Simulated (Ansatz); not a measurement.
All numbers below come from Ansatz, DFT PBE, scalar-relativistic, plane waves, PAW. Settings: cutoff 420 eV, Γ-centred meshes no coarser than 0.19 Å⁻¹ for metals and 0.3 Å⁻¹ for insulators (2π included), Gaussian smearing.

Temperature and zero-point effects are left out. Only the structures computed here compete, so a lower one can exist. For metals, differences of a few meV/atom aren't resolved. Weakly bound directions are ill-defined at this level, which has no dispersion term (Ta2C3 R-3m). Spin–orbit coupling is left out. No run is spin-polarised.

4 distinct structures were compared, and 2 of them are shown here.

Problem. Which of these relaxed structures of Ta2C3 is the lowest in energy?
A.

```xyz
5
Lattice="2.8137 -1.5884 0.0000 2.8137 1.5884 0.0000 -0.8794 0.0000 6.0259" Properties=species:S:1:pos:R:3 pbc="T T T"
Ta    0.9912    0.0000    4.8114
Ta    3.7566    0.0000    1.2146
C     0.0000    0.0000    0.0000
C     1.8938    0.0000    2.5241
C     2.8540    0.0000    3.5019
```

B.

```xyz
5
Lattice="1.6050 0.9267 8.2201 -1.6050 0.9267 8.2201 0.0000 -1.8533 8.2201" Properties=species:S:1:pos:R:3 pbc="T T T"
Ta    0.0000    0.0000    9.5582
Ta    0.0000    0.0000   15.1021
C     0.0000    0.0000    0.0000
C     0.0000    0.0000    5.8736
C     0.0000    0.0000   18.7866
```

Solution. A. The C2/m (No. 12) one; the other lies 760 meV/atom higher.